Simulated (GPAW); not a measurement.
**GaAs in GPAW: convergence with k mesh**

GaAs:

```
Ga As
1.0
     0.00000    2.69589    2.69589
     2.69589    0.00000    2.69589
     2.69589    2.69589    0.00000
Ga As
1 1
Direct
  0.00000 0.00000 0.00000
  0.50000 0.50000 0.50000
```

The cell was built by a generator and needn't be a form met in nature.

- Program: GPAW 26.7.0
- Task: convergence study
- Functional: LDA
- Potentials or basis: the program's PAW data sets (release 1.2.1) made for this functional
- Cutoff: 600 eV
- Basis: pw
- k mesh: 2 × 2 × 2
- Occupations: fermi-dirac, width 0.05 eV
- Spin: no spin polarisation

These are the settings of the first run; the series varies k mesh, with any setting tied to it.

Hardware: 1 thread of Intel(R) Xeon(R) Platinum 8375C CPU @ 2.90GHz (Ice Lake) (shared host).

```
      k mesh  energy less the tightest run, at zero smearing (meV/atom)  pressure (GPa)  SCF cycles  CPU time (s)  peak memory (GiB)
   2 × 2 × 2                                                    1027.29           12.85           9           3.1               0.13
   3 × 3 × 3                                                     379.48           -0.53           9           3.3               0.14
   4 × 4 × 4                                                     217.10           -2.15           9           4.3               0.14
   5 × 5 × 5                                                      49.27           -4.68           9           4.7               0.14
   6 × 6 × 6                                                       3.02           -5.21           9           5.8               0.14
   7 × 7 × 7                                                     -10.16           -5.13           9             7               0.14
   8 × 8 × 8                                                      -1.97           -4.93           9             9               0.15
   9 × 9 × 9                                                      -0.44           -5.17           9           9.6               0.15
11 × 11 × 11                                                       0.00           -5.17           9            14               0.16
```

Against the tightest run, the energy stays within 1 meV/atom from 9 × 9 × 9 on; the pressure stays within 0.1 GPa from 9 × 9 × 9 on. Meshes of other sizes hit other points, so gaps and Fermi surfaces needn't settle smoothly. The tightest run that finished is the yardstick and may itself not be fully converged.
